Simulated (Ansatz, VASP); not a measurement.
Two plane-wave programs on Rh

```
Rh
1.0
     0.00000    1.91606    1.91606
     1.91606    0.00000    1.91606
     1.91606    1.91606    0.00000
Rh
1
Cartesian
  0.0000 0.0000 0.0000
```

Alike in both runs: task single point; functional PBE; k mesh 14 × 14 × 14; no spin polarisation.

```csv
,VASP,Ansatz
version,VASP 6.6.1,Ansatz 0.2.0
potentials or method,"VASP PAW PBE potentials, release 64 (Rh_pv)","plane waves (420 eV) with PAW, scalar-relativistic"
plane-wave cutoff (eV),520,420
occupations,"methfessel-paxton of order 1, width 0.6 eV","cold, width 0.6 eV"
valence electrons in the cell,15,17
```

|  | VASP | Ansatz | Ansatz less VASP |
| --- | --- | --- | --- |
| pressure (GPa) | -0.2 | -0.4 | -0.24 |

The two sets of potentials don't hold the same shells in valence.
